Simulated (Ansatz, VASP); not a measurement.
# La in VASP and in Ansatz

The input INCAR:

```
SYSTEM = La
PREC = Accurate
ENCUT = 520
EDIFF = 1E-7
ISMEAR = -1
SIGMA = 0.05
LREAL = .FALSE.
LASPH = .TRUE.
NELM = 100
ALGO = Fast
ISIF = 2
LWAVE = .FALSE.
LCHARG = .FALSE.
GGA = CA
NBANDS = 12
```

File KPOINTS:

```
Automatic mesh
0
G
  9 9 9
  0 0 0
```

The input POSCAR:

```
La
1.0
   -2.1378965873      2.1378965873      2.1378965873
    2.1378965873     -2.1378965873      2.1378965873
    2.1378965873      2.1378965873     -2.1378965873
La
1
Direct
    0.0000000000      0.0000000000      0.0000000000
```

input.yaml

```yaml
crystal:
  lattice:
    - [-2.1378965873, 2.1378965873, 2.1378965873]
    - [2.1378965873, -2.1378965873, 2.1378965873]
    - [2.1378965873, 2.1378965873, -2.1378965873]
  atoms:
    - { symbol: La, position: [0.0, 0.0, 0.0] }
hamiltonian:
  xc: lda
  pseudopotentials: { kind: paw }
kpoints:
  mp_grid: { grid: [9, 9, 9] }
scf:
  occupations: { method: fermi_dirac, width: 0.05 }
output:
  forces: true
  stress: true
  eigenvalues: true
```

This isn't the form of La at room conditions, which is double hcp.

Alike in both runs: task single point; functional LDA; k mesh 9 × 9 × 9; occupations fermi-dirac, width 0.05 eV; no spin polarisation.

```csv
,VASP,Ansatz
version,VASP 6.6.1,Ansatz 0.2.0
potentials or method,"VASP PAW LDA potentials, release 64 (La)",Ansatz PAW
plane-wave cutoff (eV),520,420
valence electrons in the cell,11,11
```

|  | VASP | Ansatz | Ansatz less VASP |
| --- | --- | --- | --- |
| gap on the k mesh at the Fermi level (eV) | none | none | - |
| pressure (GPa) | -4.2 | -4.2 | +0.05 |

A gap of «none» marks a metal or a gap that the smearing closes.

Caveats: the PAW data sets come from PBE, with cores solved anew for the run's functional, which leaves a small shift of forces and pressure (Ansatz). Spin-orbit coupling is left out, which matters for the levels of La.
